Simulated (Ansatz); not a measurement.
AgBr, 2 atoms in the cell. Symmetry: Fm-3m, No. 225, cubic system. Conventional cell: a = 5.740 Å, b = 5.740 Å, c = 5.740 Å, α = 90.00°, β = 90.00°, γ = 90.00°. Around Ag (site symmetry m-3m) lie 6 Br at 2.87 Å. Around Br (site symmetry m-3m) lie 6 Ag at 2.87 Å. 

* Program: Ansatz 0.2.0
* Task: single point
* Functional: PBE
* Potentials or basis: all-electron LAPW, scalar-relativistic
* Cutoff: 187 eV (chosen from the basis error)
* Basis error allowed: 0.003 eV/atom
* k mesh: 6 × 6 × 6
* Occupations: fermi-dirac, width 0.03 eV
* Spin: no spin polarisation

Potentials or basis: all-electron LAPW, scalar-relativistic.

Command:

```bash
$ ansatz run input.yaml --threads 1 --pin off --max-ram 2560MiB --backend cpu --events-out ev --progress --plain --runs-dir out
```

Hardware: 1 thread of Intel(R) Xeon(R) 6975P-C (Granite Rapids), on a shared host.

Problem. How long does it take, and how much memory?

Solution. Wall time 2.1 s on 1 thread of Intel(R) Xeon(R) 6975P-C (Granite Rapids) (shared host), peak memory 0.27 GiB. Counts: scf iterations 7, plane waves 283, k points 16, bands 27.
